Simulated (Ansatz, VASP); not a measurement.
Two plane-wave programs on Lu

```
CELL_PARAMETERS angstrom
3.35369 0.00000 0.00000
0.00000 3.35369 0.00000
0.00000 0.00000 3.35369
ATOMIC_POSITIONS crystal
Lu 0.00000 0.00000 0.00000
```

Alike in both runs: task single point; functional RPBE; k mesh 11 × 11 × 11; occupations fermi-dirac, width 0.1 eV; no spin polarisation.

```csv
,VASP,Ansatz
version,VASP 6.6.1,Ansatz 0.2.0
potentials or method,"VASP PAW PBE potentials, release 64 (Lu)","plane waves (420 eV) with PAW, scalar-relativistic"
plane-wave cutoff (eV),520,420
valence electrons in the cell,25,25
```

```tsv
	VASP	Ansatz	Ansatz less VASP
pressure (GPa)	-1.8	-1.9	-0.14
```

Caveats: the PAW data sets were made with another functional, which shifts forces and pressure a little (VASP). The runs have no spin-orbit coupling, so splittings on Lu are missing.
